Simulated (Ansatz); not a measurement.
# Structural relaxation of glassy Al2O3 (180 atoms), part 2 of 3

Wanted: the relaxed structure of glassy Al2O3 (180 atoms) and its electronic structure.

Ansatz 0.2.0; Kohn-Sham DFT, PBE, PAW (set soft_2), plane waves.

The cell: 72 Al and 108 O. The quench rate of 20 K/ps is many orders above laboratory rates. The network of bonds at the start is that of the classical potential that made the cell. The Brillouin zone is sampled at Γ only, in a cell whose shortest periodic width is 13 Å.

So far. Step 3 (Cell and atoms relaxed): The relaxation changed the energy by -63.1 meV/atom, and atoms moved by 0.18 Å r.m.s., 0.52 Å at most.

## Step 4: Distances and neighbours after relaxation

Bonds before and after, by the cutoffs listed below:

| pair | bonds before | bonds after | mean before (Å) | mean after (Å) | spread before (Å) | spread after (Å) |
| --- | --- | --- | --- | --- | --- | --- |
| O-Al | 312 | 318 | 1.827 | 1.838 | 0.129 | 0.096 |

Density 3.03 g/cm³, 11.19 Å³ an atom.

g(r), total and by pair (bins of 0.2 Å):

| r (Å) | total | O-O | O-Al | Al-Al |
| --- | --- | --- | --- | --- |
| 1.60 | 0.12 | 0.00 | 0.26 | 0.00 |
| 1.80 | 3.94 | 0.00 | 8.21 | 0.00 |
| 2.00 | 0.56 | 0.00 | 1.18 | 0.00 |
| 2.20 | 0.04 | 0.00 | 0.09 | 0.00 |
| 2.40 | 0.22 | 0.55 | 0.06 | 0.00 |
| 2.60 | 0.58 | 1.30 | 0.16 | 0.22 |
| 2.80 | 1.47 | 3.20 | 0.27 | 1.18 |
| 3.00 | 1.56 | 2.79 | 0.33 | 2.47 |
| 3.20 | 1.25 | 1.15 | 0.66 | 3.29 |
| 3.40 | 0.97 | 0.60 | 1.11 | 1.40 |
| 3.60 | 0.86 | 0.46 | 1.22 | 0.69 |
| 3.80 | 0.86 | 0.49 | 1.27 | 0.47 |
| 4.00 | 0.83 | 0.50 | 1.21 | 0.42 |
| 4.20 | 1.02 | 0.51 | 1.50 | 0.70 |
| 4.40 | 1.14 | 0.64 | 1.61 | 0.82 |
| 4.60 | 1.15 | 1.09 | 1.29 | 0.85 |
| 4.80 | 1.02 | 1.25 | 0.81 | 1.10 |
| 5.00 | 0.99 | 1.54 | 0.58 | 0.94 |
| 5.20 | 0.87 | 1.21 | 0.56 | 1.02 |
| 5.40 | 1.04 | 1.38 | 0.73 | 1.23 |
| 5.60 | 1.02 | 1.22 | 0.77 | 1.29 |
| 5.80 | 0.99 | 0.94 | 0.98 | 1.14 |
| 6.00 | 1.01 | 0.86 | 1.06 | 1.22 |
| 6.20 | 0.99 | 0.61 | 1.27 | 0.99 |

Bonds by pair of elements; cutoffs follow the first minimum of g(r), held within bounds set by covalent radii, and pairs that aren't listed don't count as bonded:

| pair A-B | cutoff (Å) | bonds | mean length (Å) | spread (Å) | shortest (Å) | B about A | A about B |
| --- | --- | --- | --- | --- | --- | --- | --- |
| O-Al | 2.43 | 318 | 1.84 | 0.096 | 1.68 | 2.94 | 4.42 |

How many atoms have how many bonded neighbours:

| element | mean | 2 | 3 | 4 | 5 | 6 |
| --- | --- | --- | --- | --- | --- | --- |
| Al | 4.42 | 0 | 0 | 44 | 26 | 2 |
| O | 2.94 | 13 | 88 | 7 | 0 | 0 |

Bond angles, per cent of each kind in bins of 5°:

| angle (°) | O-Al-O | Al-O-Al |
| --- | --- | --- |
| 65–70 | 0.2 | 0.0 |
| 70–75 | 0.4 | 0.0 |
| 75–80 | 3.1 | 0.3 |
| 80–85 | 8.1 | 0.3 |
| 85–90 | 7.4 | 2.2 |
| 90–95 | 6.7 | 7.8 |
| 95–100 | 11.4 | 6.9 |
| 100–105 | 12.8 | 6.0 |
| 105–110 | 14.4 | 8.8 |
| 110–115 | 11.2 | 11.0 |
| 115–120 | 5.6 | 14.4 |
| 120–125 | 5.1 | 11.0 |
| 125–130 | 2.2 | 10.0 |
| 130–135 | 1.4 | 6.3 |
| 135–140 | 1.1 | 6.6 |
| 140–145 | 1.6 | 1.9 |
| 145–150 | 1.3 | 1.6 |
| 150–155 | 0.9 | 2.5 |
| 155–160 | 1.6 | 1.6 |
| 160–165 | 0.7 | 0.9 |
| 165–170 | 1.6 | 0.0 |
| 170–175 | 0.4 | 0.0 |
| 175–180 | 0.9 | 0.0 |

Bond angles (no mean is given where the spread exceeds 20°):

| angle | count | mean (°) | spread (°) |
| --- | --- | --- | --- |
| O-Al-O | 554 | - | - |
| Al-O-Al | 319 | 118 | 16.7 |

Oxygen atoms by the number of network formers (Si, P, Ge, B, Al, As, Ga) bound to them:

| network formers bound to O | O atoms | per cent |
| --- | --- | --- |
| 0 | 0 | 0 |
| 1 | 0 | 0 |
| 2 | 13 | 12 |
| 3 | 88 | 81.5 |
| 4 | 7 | 6.5 |

Network units: each former by its oxygen neighbours and how many of them bridge to another former:

| former | O neighbours | bridging O | atoms |
| --- | --- | --- | --- |
| Al | 4 | 4 | 44 |
| Al | 5 | 5 | 26 |
| Al | 6 | 6 | 2 |

Bond length by coordination (bonds to H left out):

| element | coordination | atoms | mean bond length (Å) |
| --- | --- | --- | --- |
| Al | 4 | 44 | 1.79 |
| Al | 5 | 26 | 1.89 |
| Al | 6 | 2 | 1.95 |
| O | 2 | 13 | 1.72 |
| O | 3 | 88 | 1.84 |
| O | 4 | 7 | 1.97 |

Rings of the network by King's shortest-path rule, up to 12 atoms, one path for each pair of neighbours; H, halogens, alkali and alkaline-earth atoms are left out, and the last column divides by all other atoms, bonded or not:

| ring size (atoms) | rings | per network atom |
| --- | --- | --- |
| 4 | 35 | 0.194 |
| 6 | 96 | 0.533 |
| 8 | 151 | 0.839 |
| 10 | 27 | 0.15 |

First main peaks of g(r), for some of the pairs, lie near 2.8 Å (O-O), 1.8 Å (O-Al) and 3.1 Å (Al-Al). By these cutoffs 61 % of Al atoms have 4 and 81 % of O atoms have 3 bonded neighbours. 12 % of the oxygens bridge two formers (Al) and 0 % are non-bridging; 82 % join three; 6 % join four. The commonest Al unit has 4 oxygens, 4 of them shared with other formers (44 of 72 atoms). Bonds at O atoms with 2 neighbours average 1.72 Å, against 1.97 Å at those with 4. Rings of 8 atoms are the most common (49 % of those counted); sizes run from 4 to 10.

## Step 5: Single point at the relaxed geometry

The electronic structure is read at the final geometry, in a run of its own.

The input, input.yaml:

```yaml
crystal:
  lattice:
    - [12.81048, -0.1039, 0.14525]
    - [-0.1039, 12.53699, -0.02144]
    - [0.14525, -0.02144, 12.54773]
  atoms:
    - { symbol: Al, position: [0.10806, 0.34482, 0.83625] }
    - { symbol: Al, position: [0.62808, 0.66938, 0.24491] }
    - { symbol: Al, position: [0.87025, 0.35447, 0.75959] }
    - { symbol: Al, position: [0.92752, 0.41408, 0.98488] }
    - { symbol: Al, position: [0.46965, 0.65971, 0.40262] }
    - { symbol: Al, position: [0.22878, 0.57144, 0.77434] }
    - { symbol: Al, position: [0.94894, 0.80469, 0.67878] }
    - { symbol: Al, position: [0.31956, 0.53955, 0.00969] }
    - { symbol: Al, position: [0.53451, 0.6599, 0.9594] }
    - { symbol: Al, position: [0.81439, 0.53232, 0.32287] }
    - { symbol: Al, position: [0.23282, 0.12439, 0.81132] }
    - { symbol: Al, position: [0.30692, 0.9356, 0.12034] }
    - { symbol: Al, position: [0.00432, 0.14289, 0.72915] }
    - { symbol: Al, position: [0.14222, 0.92865, 0.95503] }
    - { symbol: Al, position: [0.43325, 0.24785, 0.78934] }
    - { symbol: Al, position: [0.11538, 0.40902, 0.48839] }
    - { symbol: Al, position: [0.44486, 0.08235, 0.53051] }
    - { symbol: Al, position: [0.51404, 0.4096, 0.97229] }
    - { symbol: Al, position: [0.81495, 0.58377, 0.68611] }
    - { symbol: Al, position: [0.92968, 0.05751, 0.48549] }
    - { symbol: Al, position: [0.67739, 0.53937, 0.84905] }
    - { symbol: Al, position: [0.10655, 0.62741, 0.44243] }
    - { symbol: Al, position: [0.67474, 0.18546, 0.77465] }
    - { symbol: Al, position: [0.78958, 0.15794, 0.59559] }
    - { symbol: Al, position: [0.5722, 0.86042, 0.1068] }
    - { symbol: Al, position: [0.60011, 0.39969, 0.6926] }
    - { symbol: Al, position: [0.18181, 0.76353, 0.63579] }
    - { symbol: Al, position: [0.91238, 0.94268, 0.88654] }
    - { symbol: Al, position: [0.8922, 0.7478, 0.36214] }
    - { symbol: Al, position: [0.41254, 0.14883, 0.18729] }
    - { symbol: Al, position: [0.89495, 0.29474, 0.39238] }
    - { symbol: Al, position: [0.62161, 0.10705, 0.01652] }
    [... 142 atom lines left out ...]
    - { symbol: O, position: [0.20528, 0.88651, 0.39647] }
    - { symbol: O, position: [0.88036, 0.72729, 0.22418] }
    - { symbol: O, position: [0.46758, 0.84367, 0.20178] }
    - { symbol: O, position: [0.00962, 0.0936, 0.14699] }
    - { symbol: O, position: [0.00669, 0.92504, 0.99318] }
    - { symbol: O, position: [0.06923, 0.83965, 0.60679] }
kpoints:
  mp_grid: { grid: [1, 1, 1] }
hamiltonian:
  xc: pbe
scf:
  occupations: { method: fixed }
output:
  forces: true
  stress: true
  populations: true
  dos:
    method: { smearing: { sigma: 0.15 } }
    de: 0.1
    projected: { site_lists: { Al: [Al], O: [O] } }
  eigenvalues: true
  write_density: true
  write_potential: true
  volumetric_format: npy
  elf: true
```

Started as:

```bash
$ ansatz run input.yaml --threads 4 --pin off --max-ram 8192MiB --backend cpu --events-out ev --progress --plain --runs-dir out
```

Numbers of over 12 decimals in the logs are rounded to 6 here.

What it wrote:

```text
[...]
Crystal: 180 atoms, lattice volume = 2014.821 Å³
Basis set: ecut = 420 eV, 39377 PW (Γ), exchange–correlation on 180×180×180 points (8 copies of the dense FFT grid, shifted against one another)
Bands: 612, of which v1, the nominal top of the filled ones, is band 432 counted from 1 (431 counted from 0)
Symmetry: 1 space group operations
[...]
k-points: 1
[...]
SCF iter   1: F=—  HF=-100228.878700 eV  |F-HF|=—  |Δ(HF+E_count)|=         —  Δρ=2.37e-3  dr2=1.56e-1  ethr=1.77e-3  ⟨swp⟩=5.0  Hψ=2189  notcnv=0  defer=175
[...]
SCF iter   9: F=-100228.876074 eV  HF=-100228.876074 eV  |F-HF|=7.07e-9  |Δ(HF+E_count)|=   7.53e-8  Δρ=1.68e-6  dr2=4.71e-8  ethr=1.16e-11  ⟨swp⟩=20.0  Hψ=5751  notcnv=0
SCF 1 converged in 9 iterations: F = -100228.876074 eV  dr2 = 4.71e-8
[...]
SCF converged after 9 iterations
Free energy (F): -100228.876074 eV
[...]
Internal energy: -100228.876074 eV  (E = F + TS)
E sigma→0 (E₀):  -100228.876074 eV
Fermi energy:    5.070640 eV
[...]
--- Forces (eV/Å), atoms counted from 1 ---
  atom   1  Al    -0.00393183     0.00306431     0.00255167
  atom   2  Al     0.00477690     0.00061413     0.00134707
  atom   3  Al    -0.00455304     0.00013622     0.00064358
  atom   4  Al     0.00370100     0.00133539    -0.00298586
  atom   5  Al    -0.00672121    -0.00613275    -0.00465569
  atom   6  Al     0.00608455     0.00864547     0.00911270
  atom   7  Al    -0.00389064     0.00102119    -0.00078406
  atom   8  Al     0.00415589    -0.00122847    -0.00081976
  atom   9  Al     0.00292205     0.00240926     0.00174559
  atom  10  Al    -0.00491578    -0.00107546    -0.00121489
  atom  11  Al     0.00488534     0.00765041    -0.00146657
  atom  12  Al     0.00295711     0.00047816    -0.00597252
  atom  13  Al     0.00013596     0.00120049    -0.00348757
  atom  14  Al    -0.00005149    -0.00427807    -0.00526803
[...]
atom 179  O     -0.00100852     0.00047354     0.00089464
  atom 180  O     -0.00089504    -0.00116097    -0.00109509
  max |Σ_I F_I| component: 7.69e-5 eV/Å
--- Stress (GPa, compression-positive) ---
       -0.016087       0.004055      -0.003473
        0.004057      -0.003526       0.006183
       -0.003469       0.006169      -0.004885
  P = ⅓ Tr σ = -0.0082 GPa (-0.082 kbar)
--- Band table (eV) ---
[...]
--- Löwdin populations: 180 sites ---
  site symbol       q [e]
     0     Al      1.6070
     1     Al      1.6357
     2     Al      1.6375
[...]
179      O      6.8431
  spilling = 0.008336 (of n_electrons = 864.000000)
```

Wall time 58 s (4 threads of Intel Xeon 6975P-C (Granite Rapids), shared host); peak memory 3.2 GiB.

Read from the output:

* free energy: -100228.8761 eV
* free energy per atom: -556.8271 eV/atom
* SCF cycles: 9
* pressure: -0.008166 GPa
* r.m.s. force component: 0.00361 eV/Å
* longest force: 0.02713 eV/Å
* Fermi energy: 5.071 eV
* gap (highest filled to lowest empty level): 3.412 eV
* spilling of the projection: 0.008336

Löwdin charges by element and coordination (they lack the spilled electrons, 0.040 e an atom on average):

| element | coordination | atoms | mean charge (e) | spread | least | most |
| --- | --- | --- | --- | --- | --- | --- |
| Al | all | 72 | 1.35 | 0.0225 | 1.26 | 1.39 |
| Al | 4 | 44 | 1.36 | 0.0159 | 1.33 | 1.39 |
| Al | 5 | 26 | 1.34 | 0.0177 | 1.30 | 1.36 |
| Al | 6 | 2 | 1.29 | 0.0321 | 1.26 | 1.33 |
| O | all | 108 | -0.834 | 0.017 | -0.882 | -0.800 |
| O | 2 | 13 | -0.866 | 0.0092 | -0.882 | -0.851 |
| O | 3 | 88 | -0.831 | 0.0119 | -0.854 | -0.800 |
| O | 4 | 7 | -0.812 | 0.0062 | -0.819 | -0.802 |

Density of states as counts of states in windows of 1 eV (from the Fermi level), total and the larger projections:

| from (eV) | to (eV) | total | O p | Al p | O s |
| --- | --- | --- | --- | --- | --- |
| -18 | -17 | 105.1 | 0.4 | 17.7 | 82.7 |
| -17 | -16 | 45.8 | 0.2 | 6.1 | 38.0 |
| -16 | -15 | 9.3 | 0.0 | 1.3 | 7.5 |
| -15 | -8 | 0.0 | 0.0 | 0.0 | 0.0 |
| -8 | -7 | 0.4 | 0.3 | 0.0 | 0.0 |
| -7 | -6 | 51.1 | 38.2 | 3.4 | 1.0 |
| -6 | -5 | 73.9 | 56.2 | 7.8 | 1.7 |
| -5 | -4 | 93.1 | 74.5 | 12.5 | 1.9 |
| -4 | -3 | 112.6 | 96.2 | 11.6 | 1.7 |
| -3 | -2 | 123.7 | 112.5 | 7.5 | 1.2 |
| -2 | -1 | 119.2 | 112.9 | 3.5 | 0.8 |
| -1 | 0 | 71.0 | 67.9 | 1.7 | 0.4 |
| 0 | 1 | 2.8 | 2.7 | 0.1 | 0.0 |
| 1 | 3 | 0.0 | 0.0 | 0.0 | 0.0 |
| 3 | 4 | 2.0 | 0.0 | 0.1 | 0.6 |
| 4 | 5 | 3.8 | 0.6 | 1.2 | 0.9 |

With fixed occupations the program's Fermi level is the highest filled level; weight inside the gap is the broadening of levels at its edges.

Between -20 and -18 eV lie 56 more states.

The levels nearest the highest filled one (over half full), pooled over k-points and spins:

| level less the highest filled one (eV) | occupation |
| --- | --- |
| -0.241 | 2 |
| -0.220 | 2 |
| -0.162 | 2 |
| -0.121 | 2 |
| -0.0447 | 2 |
| 0 | 2 |
| 3.41 | 0 |
| 4.92 | 0 |
| 4.93 | 0 |
| 5.02 | 0 |
| 5.07 | 0 |
| 5.18 | 0 |

Valence density in the ac plane at fractional y = 0.255, with atoms of Al and O within 0.2 Å of it. It is the smooth field of the valence electrons, not physical close to the nuclei.

Ten steps, logarithmic in the rise over the least value, from '0' (0.0 e/Å³) to '9' (6.7 e/Å³), each cell a mean:
```
000012344311234553210012343211233321
000124787532246775210023554321111100
111136899632234654210023454211100001
432224677421123332211112332111001234
864212333222332112344432222222112368
864211111134543113688853234665322468
542111111234543223699963246998522245
211011111123332112467642236898521112
000012332212211000122210013454310000
000013444222211000000000001222100000
000013443211111000000000012444210000
000012222110000000000111125787521000
110112221100000000001111236899632121
221234442111110000001111234676532233
222245654211222110001333322233211233
211235553223466521013677531111112232
211122221124799842124899741000012344
421001000013688742123677531000013455
421111000001345421112344310000012455
223454310001112111222221110000012333
136898521122211112444321111110123321
236898632233321013555422222222356653
223565321233321112344321122223478864
101122112211222221221111122112467753
```
Columns run along a (12.8 Å), rows up along c (12.5 Å). Atoms in or near the plane, at fractional coordinates: Al at (0.43, 0.79), Al at (0.77, 0.00), Al at (0.31, 0.99), O at (0.78, 0.48), O at (0.20, 0.89), O at (0.56, 0.73), O at (0.63, 0.30), O at (0.78, 0.71), O at (0.39, 0.29), O at (0.12, 0.11).

Electrostatic potential energy in the ac plane at fractional y = 0.255, with atoms of Al and O within 0.2 Å of it. With pseudopotentials it is smooth inside the atoms' cores, unlike the true potential.

Ten even steps from '0' (-30 eV) to '9' (12 eV), each cell a mean:
```
999999987456557789999999875554689999
999998423654566348999999887666899999
998886000588887668999999988888999999
888777535899875556899998888999999998
168888899999865764688887668899888962
048888999999865654521266567667888850
789999999999887657500058774001788887
999999999999999989964689986102899999
999999887889999999999999999878999999
999998766789999999999999999888899999
999998876789999999999999999888999999
999999888899999999999999887313899999
999889999999999999999988776000677889
998778899988899999999987667645654578
887666578887789999999987778887544458
988767789887766999999633789988654578
998888999988500299998200499999888889
999999999999721499998523799999999878
789999999999998999886567899999999876
458878999999999888864445799999998645
555102799999999999875445789999998556
566100699988999999877777888888986555
889767998766678999999988875555740057
999999987456558999999999864675552379
```
Columns run along a (12.8 Å; values clipped at the 3rd and 97th percentile), rows up along c (12.5 Å). Atoms in or near the plane, at fractional coordinates: Al at (0.43, 0.79), Al at (0.77, 0.00), Al at (0.31, 0.99), O at (0.78, 0.48), O at (0.20, 0.89), O at (0.56, 0.73), O at (0.63, 0.30), O at (0.78, 0.71), O at (0.39, 0.29), O at (0.12, 0.11).

Mean Löwdin charges: Al +1.35, O -0.83 e (they miss 0.83 % of the electrons, so they add up to more than the cell's charge).

(Continued in part 3 of 3.)

[Logs are printed without paths, hosts, clocks, repeated set-up lines and the standing remarks that a program may print on its own settings, such as how far it seeks lower states.]

[Hosts, paths, dates, database ids (printed as entryN), source tags and the programs' standing remarks are cut or masked in the printed files.]
